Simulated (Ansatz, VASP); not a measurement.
## Two plane-wave programs on SnO

```
Sn O
1.0
     0.00000    2.53697    2.57833
     2.53697    0.00000    2.57833
     2.53697    2.53697    0.00000
Sn O
1 1
Cartesian
  0.0000 0.0000 0.0000
  2.5370 2.5370 2.5783
```

Change from the starting cell: uniaxial_z strain +1.6%.

Alike in both runs: task single point; functional PBE; k mesh 8 × 8 × 8; occupations fermi-dirac, width 0.02 eV; no spin polarisation.

```csv
,VASP,Ansatz
version,VASP 6.6.1,Ansatz 0.2.0
potentials or method,"VASP PAW PBE potentials, release 64 (Sn_d, O)","plane waves, PAW"
plane-wave cutoff (eV),520,420
valence electrons in the cell,20,20
```

```csv
,VASP,Ansatz,Ansatz less VASP
gap on the k mesh at the Fermi level (eV),0.83,0.84,+0.002
pressure (GPa),0.8,0.8,+0.08
largest component of the traceless stress (GPa),0.81,0.80,-0.013
```

Caveats: spin-orbit coupling is left out, which moves the levels of the heavy elements. A k mesh can miss the band edges.
